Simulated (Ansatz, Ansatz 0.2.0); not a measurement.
# Notebook: trying to compute the Sommerfeld coefficient of NbAs₂

*Notes of a novice, printed with their mistakes. Don't take the settings or the reasoning as a model; a review follows at the end.*

## What was measured

The number I want to reproduce is the Sommerfeld coefficient γ of NbAs₂, the part of the specific heat that comes from the electrons. It is in "Pressure-induced superconductivity in topological semimetal NbAs2" (2018, arXiv:1811.08679). The crystal was grown by vapour transport, and the value I use is the one at ambient pressure, from a specific-heat measurement: 0.45 mJ/(mol K²). I also copied down that the measured coefficient contains an enhancement from the electrons interacting with the lattice vibrations, and that the computed one is "bare", from the density of states at the Fermi level. I am not sure yet what to do with that remark.

| compared with | measured | source's wording or label | method |
| --- | --- | --- | --- |
| γ (mJ/(mol K²)) | 0.45 | electronic specific-heat coefficient at ambient pressure | specific heat |

Conditions are those given with the value in the passage it was taken from; "not stated" means there, and the paper may say more elsewhere. The values are a selection: others may have been left out beforehand as unlike or outlying.

## Approach

I want to get γ from the density of states of NbAs₂, with the six-atom cell from the Crystallography Open Database as the start. The program relaxes the cell and the atoms, so I count the structure as taken care of. My target is 0.45 to within 0.01, because I think a computer should manage that. I will use PBEsol, which I have read is good for solids. The setting I know best is the cutoff, and higher means more accurate, so I will make it very high first and look at other things only if the number is still off.

System: NbAs2, monoclinic C2/m; C2/m (No. 12), 6 atoms in the primitive cell; the database structure is an entry taken as a start alone: a = 9.368 Å, b = 3.396 Å, c = 7.799 Å, β = 119.42°; structure from the Crystallography Open Database; note on this database entry: b about 0.4 % long.

## 1. A very high cutoff first

I type the cutoff as `ecutwfc_ry: 500`, a name I remember from an input I once saw. With 500 in there the cutoff should be out of the question for good, and I expect γ to come out close to 0.45 straight away.

**Run 1.** Ansatz 0.2.0: PBEsol, cell and atoms relaxed from the database structure, cutoff 420 eV, 10x10x6 k mesh, Gaussian smearing 0.1 eV; cutoff typed as ecutwfc_ry: 500; the relaxation is the first step.

Key lines of the input:
```
crystal:
  # lattice and atoms
kpoints:
  mp_grid: { grid: [10, 10, 6] }
hamiltonian:
  xc: pbesol
scf:
  occupations: { method: gaussian, width: 0.1 }
output:
  forces: true
  stress: true
relax:
  adjacent_minimum: "off"
  f_tol: 0.005
  max_steps: 60
  cell: { stress_tol: 0.03 }
basis:
  ecutwfc_ry: 500
```

Command:
```
ansatz run input.yaml --threads 8 --pin off --max-ram 16384MiB --backend cpu --events-out ev --progress --plain --runs-dir out
```

Selected lines of the output:
```
Error: YAML parse error: error: line 29 column 3: unknown field `ecutwfc_ry`, expected one of ecutwfc, ecutrho_ratio, smooth_cutoff_half_width, xc_grid, low_memory, fft_grid_basis [...]
  --> <input>:29:3
   |
27 |   cell: { stress_tol: 0.03 }
28 | basis:
29 |   ecutwfc_ry: 500
   |   ^ unknown field `ecutwfc_ry`, expected one of ecutwfc, ecutrho_ratio, smooth_cutoff_half_w
```

Input refused; 8 cores of Arm Neoverse V2, shared host.

The program stopped at once with an error at line 29, which is my cutoff line. I think 500 was simply too much for it. So the cutoff has an upper limit, and the program will choose a good one if I leave the line out.

## 2. Default cutoff, three iterations

I take the cutoff line out and keep the rest. I also set the SCF iterations to at most 3, because the relaxation repeats the whole calculation many times and I don't want to wait for it. Each iteration only polishes the one before, so three should be enough for two decimals in γ.

**Run 2.** Ansatz 0.2.0: PBEsol, cell and atoms relaxed from the database structure, PAW set soft_2, cutoff 420 eV (default), 10x10x6 k mesh, Gaussian smearing 0.1 eV; at most 3 SCF iterations; the relaxation is the first step.

Key lines of the input, as changed from run 1:
```diff
  scf:
+   max_iter: 3
- basis:
-   ecutwfc_ry: 500
```

Selected lines of the output:
```
Basis set: ecut = 420 eV, 2131 PW (Γ) [...]
k-points: 172 of 600
SCF iter   1: F=—  HF=-28246.536452 eV  |F-HF|=—  |Δ(HF+E_count)|=         —  Δρ=5.20e-3  dr2=1.53e-2  [...]
SCF iter   2: F=—  HF=-28246.536615 eV  |F-HF|=—  |Δ(HF+E_count)|=   1.63e-4  Δρ=3.02e-3  dr2=5.62e-3  [...]
SCF iter   3: F=—  HF=-28246.537216 eV  |F-HF|=—  |Δ(HF+E_count)|=   6.01e-4  Δρ=6.23e-4  dr2=4.33e-4  [...]
```

Not converged; 4.9 s, same machine.

The run ended as not converged after 4.9 s, so I have no γ from it. The energy looks finished to me all the same: from the second iteration to the third it moves only in the third decimal, and that is out of twenty-eight thousand eV. I conclude that three iterations are fine for the energy and that the k-points are what holds the program up. There are 172 of them, which seems a lot for six atoms.

## 3. Fewer k-points

I go down to a 2x2x2 mesh and take the limit on the iterations out again, since with so few points it can iterate as long as it likes. The density of states is done on a mesh twice as dense anyway, so I expect that to make up for the small one. This should give me my first γ, near 0.45.

**Run 3.** Ansatz 0.2.0: PBEsol, cell and atoms relaxed in a first step at this level from the database structure (its input isn't shown), PAW set soft_2, cutoff 420 eV (default), 2x2x2 k mesh, Gaussian smearing 0.1 eV; density of states on a mesh twice as dense, bare value read at that mesh's own Fermi level (tetrahedra).

Key lines of the input:
```
crystal:
  # lattice and atoms
kpoints:
  mp_grid: { grid: [2, 2, 2] }
hamiltonian:
  xc: pbesol
scf:
  occupations: { method: gaussian, width: 0.1 }
  n_extra_bands: 12
output:
  forces: true
  stress: true
  dos: { de: 0.005, nscf_kmesh: { grid: [4, 4, 4] } }
```

Selected lines of the output:
```
SCF 1 converged in 7 iterations: F = -28245.829782 eV  dr2 = 1.76e-8
  P = ⅓ Tr σ = -0.0039 GPa (-0.039 kbar)
```

Converged; 7.3 s, same machine.

| quantity | run 3 | measured | deviation |
| --- | --- | --- | --- |
| γ (mJ/(mol K²)) | 0.882 | 0.45 | +0.432 (+96.0 %) |
| N(E_F) per formula unit (states/eV) | 0.374 |  |  |
| conventional cell volume (Å³) | 210.49 |  |  |
| pressure (GPa) | −0.00395 |  |  |

My first γ is 0.882, about twice the measured 0.45. The run converged in 7 iterations and the pressure is almost zero, so I take 0.882 as the correct PBEsol value. The difference must be the enhancement I copied down at the start: the measured value has it and mine does not, and that accounts for the factor of two. So I should divide my result by two, which gives about 0.44, and that is inside my target of 0.01.

## 4. A lower cutoff to confirm the factor

I want to see the factor of two once more before I rely on it. The program refused my high cutoff in the first run, so this time I go the other way, to 290 eV. I use my older input with the 10x10x6 mesh for this, since the small mesh has already converged and the mesh is settled. I expect about 0.88 again.

**Run 4.** Ansatz 0.2.0: PBEsol, cell and atoms relaxed in a first step at this level from the database structure (its input isn't shown), PAW set soft_2, cutoff 290 eV, 10x10x6 k mesh, Gaussian smearing 0.1 eV; density of states on a mesh twice as dense, bare value read at that mesh's own Fermi level (tetrahedra).

Key lines of the input:
```
crystal:
  # lattice and atoms
kpoints:
  mp_grid: { grid: [10, 10, 6] }
hamiltonian:
  xc: pbesol
scf:
  occupations: { method: gaussian, width: 0.1 }
  n_extra_bands: 12
output:
  forces: true
  stress: true
  dos: { de: 0.005, nscf_kmesh: { grid: [20, 20, 12] } }
basis:
  ecutwfc: 290.0
```

Selected lines of the output:
```
Basis set: ecut = 290 eV, 1193 PW (Γ) [...]
SCF 1 converged in 7 iterations: F = -28246.014040 eV  dr2 = 9.52e-8
```

Converged; 66 s, same machine. Warnings: another step: cutoff_below_recommended; cutoff_below_recommended.

| quantity | run 4 | measured | deviation |
| --- | --- | --- | --- |
| γ (mJ/(mol K²)) | 0.638 | 0.45 | +0.188 (+41.9 %) |
| N(E_F) per formula unit (states/eV) | 0.271 |  |  |
| conventional cell volume (Å³) | 213.13 |  |  |
| pressure (GPa) | −0.00474 |  |  |

γ is now 0.638 and not 0.88. I lowered the cutoff and γ went down with it, so γ depends on the cutoff, and a low cutoff brings it nearer to the measured 0.45. Half of 0.638 is about 0.32, which no longer fits, so my factor of two must belong to the higher cutoff only. The run converged in 7 iterations like the last one, and I see nothing wrong with it.

## 5. The cutoff in the other direction

If γ rises with the cutoff, a high one should put it above 0.882. I try 590 eV, although the program turned down my 500 in the first run; perhaps it accepts a high value when it is written as `ecutwfc`, as in the last input. Then I will have three points and can choose the cutoff that gives the measured value.

**Run 5.** Ansatz 0.2.0: PBEsol, cell and atoms relaxed in a first step at this level from the database structure (its input isn't shown), PAW set soft_2, cutoff 590 eV, 10x10x6 k mesh, Gaussian smearing 0.1 eV; density of states on a mesh twice as dense, bare value read at that mesh's own Fermi level (tetrahedra).

Key lines of the input, as changed from run 4:
```diff
  basis:
-   ecutwfc: 290.0
+   ecutwfc: 590.0
```

Command:
```
ansatz run input.yaml --threads 4 --pin off --max-ram 16384MiB --backend cpu --events-out ev --progress --plain --runs-dir out
```

Selected lines of the output:
```
Basis set: ecut = 590 eV, 3467 PW (Γ) [...]
SCF 1 converged in 7 iterations: F = -28246.558957 eV  dr2 = 2.15e-8
```

Converged; 3.8 min on 4 cores of Arm Neoverse V1, shared host.

| quantity | run 5 | measured | deviation |
| --- | --- | --- | --- |
| γ (mJ/(mol K²)) | 0.637 | 0.45 | +0.187 (+41.6 %) |
| N(E_F) per formula unit (states/eV) | 0.270 |  |  |
| conventional cell volume (Å³) | 212.49 |  |  |
| pressure (GPa) | −0.00324 |  |  |

I expected more than 0.882 and got 0.637, practically the same as the 0.638 at 290 eV. So γ doesn't simply rise with the cutoff. It is low at 290 eV, high at 420 eV and low again at 590 eV, which means there is a peak in the middle, and my 0.882 was sitting on it. The default cutoff seems to be a bad choice for this crystal. Away from the peak PBEsol gives about 0.64, still too high for my target.

## 6. A newer functional

Since I can't get down to 0.45 with the cutoff, I change the functional. r2SCAN is newer than PBEsol, so it should be more accurate for everything, γ included. Its default cutoff is 500 eV, which lies between the peak and my last point, so I expect a little of the peak to be left in the result, but the better functional should more than make up for that.

**Run 6.** Ansatz 0.2.0: r2SCAN, cell and atoms relaxed in a first step at this level from the database structure (its input isn't shown), PAW set soft_2, cutoff 500 eV (default), 10x10x6 k mesh, Gaussian smearing 0.1 eV; density of states on a mesh twice as dense, bare value read at that mesh's own Fermi level (tetrahedra).

Key lines of the input, as changed from run 4:
```diff
  hamiltonian:
-   xc: pbesol
+   xc: r2scan
- basis:
-   ecutwfc: 290.0
```

Selected lines of the output:
```
SCF 1 converged in 8 iterations: F = -28589.231222 eV  dr2 = 5.51e-8
```

Converged; 2.5 min on 8 cores of Arm Neoverse V1, shared host.

| quantity | run 6 | measured | deviation |
| --- | --- | --- | --- |
| γ (mJ/(mol K²)) | 0.278 | 0.45 | −0.172 (−38.3 %) |
| N(E_F) per formula unit (states/eV) | 0.118 |  |  |
| conventional cell volume (Å³) | 218.60 |  |  |
| pressure (GPa) | 0.00851 |  |  |

r2SCAN gives 0.278, so now γ is too low, where PBEsol with 0.637 was too high. The newer functional has corrected in the right direction and gone too far. The measured value must lie between an old functional and a new one, and the middle of my two numbers is about 0.46, which is inside my target. I think the errors of the two functionals cancel when I take the average.

## 7. An older functional to test the average

LDA is the oldest functional I know, so by this rule it should come out higher than PBEsol. I leave the cutoff at its default of 420 eV. That is where the peak is, so I expect something near 0.9, and I can put the extra down to the peak.

**Run 7.** Ansatz 0.2.0: LDA, cell and atoms relaxed in a first step at this level from the database structure (its input isn't shown), PAW set soft_2, cutoff 420 eV (default), 10x10x6 k mesh, Gaussian smearing 0.1 eV; density of states on a mesh twice as dense, bare value read at that mesh's own Fermi level (tetrahedra).

Key lines of the input, as changed from run 4:
```diff
  hamiltonian:
-   xc: pbesol
+   xc: lda
- basis:
-   ecutwfc: 290.0
```

Selected lines of the output:
```
Basis set: ecut = 420 eV, 2049 PW (Γ) [...]
SCF 1 converged in 8 iterations: F = -27983.499933 eV  dr2 = 1.98e-8
```

Converged; 58 s on 8 cores of Arm Neoverse V2, shared host.

| quantity | run 7 | measured | deviation |
| --- | --- | --- | --- |
| γ (mJ/(mol K²)) | 0.604 | 0.45 | +0.154 (+34.1 %) |
| N(E_F) per formula unit (states/eV) | 0.256 |  |  |
| conventional cell volume (Å³) | 208.67 |  |  |
| pressure (GPa) | −0.00287 |  |  |

LDA gives 0.604. I had expected something near 0.9, and it is even a little below the 0.637 of PBEsol, so the oldest functional is not the highest. The cutoff was 420 eV and nothing sticks out, so I conclude that the peak belongs to PBEsol only and that LDA doesn't have it.

The average still works. Halfway between LDA and r2SCAN is about 0.44, and halfway between PBEsol and r2SCAN was about 0.46, with the measured 0.45 between the two. Both are inside my target of 0.01, so it doesn't seem to matter which older functional I put in. I take 0.45 as my computed γ and leave it there.

## All runs against the measurement

| run | settings | γ (mJ/(mol K²)) | deviation | cost | status |
| --- | --- | --- | --- | --- | --- |
| 1 | PBEsol, cutoff 420 eV, 10x10x6 k mesh, cutoff typed as ecutwfc_ry: 500, the relaxation is the first step | – |  | – | input refused |
| 2 | PBEsol, PAW set soft_2, cutoff 420 eV (default), 10x10x6 k mesh, at most 3 SCF iterations, the relaxation is the first step | – |  | under 1 core-min | not converged |
| 3 | PBEsol, PAW set soft_2, cutoff 420 eV (default), 2x2x2 k mesh, density of states on a mesh twice as dense | 0.882 | +0.432 (+96.0 %) | under 1 core-min |  |
| 4 | PBEsol, PAW set soft_2, cutoff 290 eV, 10x10x6 k mesh, density of states on a mesh twice as dense | 0.638 | +0.188 (+41.9 %) | 8.7 core-min |  |
| 5 | PBEsol, PAW set soft_2, cutoff 590 eV, 10x10x6 k mesh, density of states on a mesh twice as dense | 0.637 | +0.187 (+41.6 %) | 15 core-min |  |
| 6 | r2SCAN, PAW set soft_2, cutoff 500 eV (default), 10x10x6 k mesh, density of states on a mesh twice as dense | 0.278 | −0.172 (−38.3 %) | 20 core-min |  |
| 7 | LDA, PAW set soft_2, cutoff 420 eV (default), 10x10x6 k mesh, density of states on a mesh twice as dense | 0.604 | +0.154 (+34.1 %) | 7.7 core-min |  |
|  | measured | 0.45 |  |  |  |

## State of play

My result for NbAs₂ is γ = 0.45 mJ/(mol K²), the same as the measured value, so I have reached my target. No single run gives this number. It comes from averaging r2SCAN, at 0.278, with one of the older functionals, LDA at 0.604 or PBEsol at 0.637.

The 0.882 from the small mesh I leave out, because it was on the PBEsol peak at 420 eV. I also no longer need the factor of two that I first used for the enhancement, since the average agrees without it. I take this to mean that the enhancement is very small in this crystal.

What I still don't understand is why PBEsol has a peak at 420 eV and LDA has none. For the next crystal I would run one old and one new functional straight away, keep PBEsol away from 420 eV, and take the middle.

## An expert's review

Further runs made for the review:

| reviewer's run | settings | γ (mJ/(mol K²)) | deviation | cost |
| --- | --- | --- | --- | --- |
| R1 | PBEsol, PAW set soft_2, cutoff 420 eV (default), 10x10x6 k mesh, density of states on a mesh twice as dense, bare value read at that mesh's own Fermi level (tetrahedra) | 0.636 | +0.186 (+41.2 %) | 7.8 core-min |
| R2 | PBEsol, PAW set soft_2, cutoff 420 eV (default), 6x6x4 k mesh, density of states on a mesh twice as dense, bare value read at that mesh's own Fermi level (tetrahedra) | 0.497 | +0.047 (+10.4 %) | 2.2 core-min |
| R3 | PBEsol, PAW set soft_2, cutoff 420 eV (default), 14x14x6 k mesh, density of states on a mesh twice as dense, bare value read at that mesh's own Fermi level (tetrahedra) | 0.696 | +0.246 (+54.7 %) | 16 core-min |
|  | measured | 0.45 |  |  |

The notebook copies the remark on enhancement correctly but sets an arbitrary target: a bare γ can't be expected to match an enhanced one to within 0.01. Relaxation gives each functional's own cell, not necessarily the crystal's, and PBEsol's good name rests on structures, not on γ. A higher cutoff converges only the basis.

Run 1 failed on an unknown keyword, not on too high a value. The message itself offered `ecutwfc`, and correcting the name costs nothing. The unit needs care too: the mistyped name suggests rydbergs, while `ecutwfc` in the later runs is in eV, so the 500 can't be compared directly with their cutoffs.

In run 2 the limit of three iterations stopped the calculation, not the k-points. The last energy change was larger than the one before, and comparing it with the huge total energy proves nothing. Later runs needed only 7 or 8 iterations. A small cell needs many k-points, a semimetal especially.

Run 3 has far too coarse a mesh, and doubling 2x2x2 for the density of states doesn't rescue it. Converged iterations and low pressure don't test the mesh. At the same cutoff, a 10x10x6 mesh gives 0.636 (R1) instead of 0.882, for 7.8 core-minutes. Enhancement raises the measured value above the bare one, so it can't explain a computed value that is too high. Halving 0.882 lands near the measurement by chance.

Run 4 changed the mesh as well as the cutoff, yet the notebook credits the cutoff with the fall in γ. It also overlooks a warning about the low cutoff. Run 5 is the right check, though a cutoff must never be chosen to match experiment. With R1, γ is practically the same at 290, 420 and 590 eV: the low cutoff did γ no harm, the default is fine, and there is no peak.

The mesh still matters. PBEsol goes from 0.497 on 6x6x4 (R2) to 0.636 (R1) and 0.696 on 14x14x6 (R3). R2's closeness to experiment is therefore chance, and even R3, at 16 core-minutes, doesn't prove convergence.

Run 6 is a reasonable trial of another functional, but newer doesn't mean more accurate for everything. Its 0.278 lies on the side where a bare value belongs, so it hasn't "gone too far" merely by falling below 0.45. Enhancement alone would have to supply a factor of about 1.6, which is large for such a semimetal, and this functional's mesh convergence is not shown in this report.

Run 7 shows no peak because none exists. LDA lies only 0.032 below R1, less than PBEsol's change from R1 to R3, so their order isn't settled. A functional's age sets no order, and nothing makes errors cancel in an average. The agreement at 0.45 is chance, and says nothing about the size of the enhancement.

My verdict is that the measurement isn't reproduced. PBEsol on its densest mesh is 54.7 % too high, LDA is also too high, and enhancement would widen both misses; r2SCAN is too low by an amount that enhancement may only partly explain. Small pockets are sensitive to the functional, and the inputs show no spin–orbit coupling. Its effect, the remaining mesh error and the size of the enhancement stay open.

[Logs are printed without paths, hosts, clocks, repeated set-up lines and the standing remarks that a program may print on its own settings, such as how far it seeks lower states.]

[The runs shown are a pick from a larger set of finished runs; failed, doubtful and other runs were left out of it ahead of writing. So were measured values far from every level or from commonly accepted values, and agreement can look better than it is. Lines of input and output are excerpts and may be shortened.]
